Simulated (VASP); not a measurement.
Write the native input for VASP 6.6.1 that does the following.

| Quantity | Value |
| --- | --- |
| Task | band structure |
| Functional | PBE0 |
| Potentials or basis | VASP PAW PBE potentials, release 64 (Ti_sv, O) |
| Cutoff | 520 eV |
| k mesh | 4 × 4 × 6 |
| Occupations | gaussian, width 0.02 eV |
| Spin | no spin polarisation |
| Ladder | gaps |
| Grid for exact exchange (PRECFOCK) | Fast |
| Exchange at q = 0 | truncated |
| Further INCAR settings | ALGO = Normal; EDIFF = 1e-06 |

TiO2:

```
Ti O
1.0
     4.59984    0.00000    0.00000
     0.00000    4.59984    0.00000
     0.00000    0.00000    2.95921
Ti O
2 4
Direct
  0.00000 0.00000 0.50000
  0.50000 0.50000 0.00000
  0.30432 0.30432 0.50000
  0.19568 0.80432 0.00000
  0.80432 0.19568 0.00000
  0.69568 0.69568 0.50000
```

The cell is a database's computed one.

The input as run:

POSCAR

```
TiO2
1.0
    4.5998373239      0.0000000000      0.0000000000
    0.0000000000      4.5998373239      0.0000000000
    0.0000000000      0.0000000000      2.9592135600
Ti O
2 4
Direct
    0.0000000000      0.0000000000      0.5000000000
    0.5000000000      0.5000000000      0.0000000000
    0.3043213200      0.3043213200      0.5000000000
    0.1956786800      0.8043213200      0.0000000000
    0.8043213200      0.1956786800      0.0000000000
    0.6956786800      0.6956786800      0.5000000000
```

INCAR.step1

```
ALGO = Normal ; EDIFF = 1E-5
ENCUT = 520 ; GGA = PE
ISIF = 2 ; ISMEAR = 0
KPAR = 4 ; LASPH = T
LCHARG = F ; LMAXMIX = 4
LREAL = F ; LWAVE = T
NELM = 100 ; PREC = Accurate
SIGMA = 0.02
```

INCAR.step2

```
AEXX = 0.25 ; ALGO = Normal
EDIFF = 1E-6 ; ENCUT = 520
GGA = PE ; HFRCUT = -1
ISIF = 2 ; ISMEAR = 0
ISTART = 1 ; KPAR = 4
LASPH = T ; LCHARG = F
LHFCALC = T ; LMAXMIX = 4
LREAL = F ; LWAVE = F
NELM = 100 ; PREC = Accurate
PRECFOCK = Fast ; SIGMA = 0.02
```

KPOINTS

```
k-points
0
Gamma
  4 4 6
```

KPOINTS_OPT

```
path GXMGZRAZ,XR,MA
8
line-mode
reciprocal
 0.0000000000  0.0000000000  0.0000000000  G
 0.0000000000  0.5000000000  0.0000000000  X

 0.0000000000  0.5000000000  0.0000000000  X
 0.5000000000  0.5000000000  0.0000000000  M

 0.5000000000  0.5000000000  0.0000000000  M
 0.0000000000  0.0000000000  0.0000000000  G

 0.0000000000  0.0000000000  0.0000000000  G
 0.0000000000  0.0000000000  0.5000000000  Z

 0.0000000000  0.0000000000  0.5000000000  Z
 0.0000000000  0.5000000000  0.5000000000  R

 0.0000000000  0.5000000000  0.5000000000  R
 0.5000000000  0.5000000000  0.5000000000  A

 0.5000000000  0.5000000000  0.5000000000  A
 0.0000000000  0.0000000000  0.5000000000  Z

 0.0000000000  0.5000000000  0.0000000000  X
 0.0000000000  0.5000000000  0.5000000000  R

 0.5000000000  0.5000000000  0.0000000000  M
 0.5000000000  0.5000000000  0.5000000000  A
```

Potentials or basis: VASP PAW PBE potentials, release 64 (Ti_sv, O).

The run is started by

```bash
$ cat potpaw_PBE.64/Ti_sv/POTCAR potpaw_PBE.64/O/POTCAR > POTCAR
$ cp INCAR.step1 INCAR
$ mpirun -np 4 vasp_std > vasp.out
$ cp INCAR.step2 INCAR
$ mpirun -np 4 vasp_std > vasp.out
```

Results of the run:

| Item | Value |
| --- | --- |
| Pressure | -3.2 GPa |
| Largest force | 0.169 eV/Å |
| Band gap on the k mesh | 4.09 eV, direct |
| Band gap along the path | 4.09 eV, direct |

Caveat: the PAW data sets were made with another functional, which shifts forces and pressure a little.

Run time: 45 min on 4 MPI ranks on Intel(R) Xeon(R) 6975P-C (Granite Rapids), with other jobs on the host, peak memory 0.27 GiB a rank.
